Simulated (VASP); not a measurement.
The system is Te.

```
Te
1.0
     4.45400    0.00000    0.00000
    -2.22700    3.85728    0.00000
     0.00000    0.00000    5.92400
Te
3
Cartesian
  1.6279 2.8197 0.0000
  -0.5991 1.0376 3.9493
  1.1981 0.0000 1.9747
```

Base run:

| Property | Result |
| --- | --- |
| Program | VASP 6.6.1 |
| Functional | PBE-EpsX |
| Potentials or basis | VASP PAW PBE potentials, release 64 (Te) |
| Cutoff | 520 eV |
| k mesh | 4 × 4 × 4 |
| Occupations | gaussian, width 0.02 eV |
| Spin | no spin polarisation |

Its results: pressure 1.2 GPa; largest force 0.101 eV/Å.

**Question.** The run is repeated on the same cell with these changes: functional from PBE-EpsX to HSE06; further incar settings from ALGO = Normal; EDIFF = 1e-06; NBANDS = 16 to ALGO = Normal; EDIFF = 1e-07; NBANDS = 16. What comes out?

**Answer.** Pressure -0.8 GPa; largest force 0.331 eV/Å.

Caveats: the PAW data sets were made with another functional, which shifts forces and pressure a little.

Not every run made on this cell is shown here.
